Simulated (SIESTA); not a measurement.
Crystal: ZnS (Wurtzite-6H).

```
Zn S
1.0
     3.81200    0.00000    0.00000
    -1.90600    3.30129    0.00000
     0.00000    0.00000   18.68999
Zn S
6 6
Direct
  0.33333 0.66667 0.83333
  0.66667 0.33333 0.33333
  0.66667 0.33333 0.66667
  0.33333 0.66667 0.16667
  0.00000 0.00000 0.50000
  0.00000 0.00000 0.00000
  0.33333 0.66667 0.95833
  0.66667 0.33333 0.45833
  0.66667 0.33333 0.79167
  0.33333 0.66667 0.29167
  0.00000 0.00000 0.62500
  0.00000 0.00000 0.12500
```

Base run:

* Program: SIESTA 5.4.2
* Functional: PBE
* Potentials or basis: PseudoDojo 0.4 standard (PBE files)
* Basis: DZP (energy shift 0.002 Ry)
* Grid cutoff: 800 Ry
* Energy shift: 0.002 Ry
* k mesh: 8 × 8 × 2
* Occupations: fermi-dirac, width 0.05 eV
* Spin: no spin polarisation

Its results: band gap on the k mesh 2.82 eV, direct; pressure 4.0 GPa; largest force 0.035 eV/Å.

Q: After a change of settings the same cell gave: band gap on the k mesh 3.00 eV, direct; pressure 6.6 GPa; largest force 0.032 eV/Å. Which change was it?
A. basis from DZP (energy shift 0.002 Ry) to TZDP (energy shift 0.002 Ry)
B. functional from PBE to LDA; potentials or basis from PseudoDojo 0.4 standard (PBE files) to PseudoDojo 0.4 standard (LDA files)
C. basis from DZP (energy shift 0.002 Ry) to TZP (energy shift 0.01 Ry); energy shift from 0.002 Ry to 0.01 Ry
D. functional from PBE to RPBE

A: D.

RPBE binds less tightly than PBE, so the same cell stands under more pressure.

Caveats: semicore shells carry a single zeta, which can move pressures by several GPa and volumes by a few percent; the valence orbitals were made in a potential fitted to the semicore shell under them, which widens gaps by tenths of an eV or more; the cell's inner coordinates are idealised or old, which leaves forces on the atoms; the basis of atomic orbitals isn't converged, which shifts pressures, moduli and gaps; the potentials were made for another functional, which shifts forces and pressure (some runs).

Not every run made on this cell is shown here.
